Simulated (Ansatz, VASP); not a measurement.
# One calculation of NaI, two programs

INCAR

```
PREC = Accurate
ENCUT = 520
EDIFF = 1E-8
ISMEAR = -1
SIGMA = 0.02
LREAL = False
LASPH = True
NELM = 100
ALGO = Normal
ISIF = 2
LWAVE = False
LCHARG = False
GGA = PE
LEFG = True
NBANDS = 14
```

KPOINTS

```
regular mesh
0
Gamma
  8 8 8
```

POSCAR

```
NaI
1.0
    0.0485460000      3.2606730000      3.2606730000
    3.2606730000      0.0485460000      3.2606730000
    3.2606730000      3.2606730000      0.0485460000
Na I
1 1
Direct
    0.0000000000      0.0000000000      0.0000000000
    0.5000000000      0.5000000000      0.5000000000
```

Input for Ansatz:

```yaml
crystal:
  lattice:
    - [0.048546, 3.260673, 3.260673]
    - [3.260673, 0.048546, 3.260673]
    - [3.260673, 3.260673, 0.048546]
  atoms:
    - { symbol: Na, position: [0.0, 0.0, 0.0] }
    - { symbol: I, position: [0.5, 0.5, 0.5] }
kpoints:
  mp_grid: { grid: [8, 8, 8] }
scf:
  occupations: { method: fermi_dirac, width: 0.02 }
hamiltonian:
  xc: pbe
  pseudopotentials: { kind: paw }
output:
  forces: true
  stress: true
  eigenvalues: true
  efg: { contact_densities: true }
```

Change from the starting cell: equal xy, yz and zx shear strains of +1.5 %, PAW files.

Alike in both runs: task electric field gradients; functional PBE; k mesh 8 × 8 × 8; occupations fermi-dirac, width 0.02 eV; no spin polarisation.

|  | VASP | Ansatz |
| --- | --- | --- |
| version | VASP 6.6.1 | Ansatz 0.2.0 |
| potentials or method | VASP PAW PBE potentials, release 64 (Na_pv, I) | PAW with Ansatz's default frozen-core files, scalar-relativistic |
| plane-wave cutoff (eV) | 520 | 420 |
| valence electrons in the cell | 14 | 26 |

```csv
,VASP,Ansatz,Ansatz less VASP
gap on the k mesh at the Fermi level (eV),3.60,3.61,+0.003
pressure (GPa),0.4,0.4,-0.01
largest component of the traceless stress (GPa),0.11,0.11,+0.001
Vzz of the field gradient on the site that differs most (V/Å²),13.6,14.0,+0.39
```

The two sets of potentials don't hold the same shells in valence. Ansatz warned: «gradients_without_spin_orbit».

Caveats: spin-orbit coupling is left out, which moves the levels of the heavy elements.
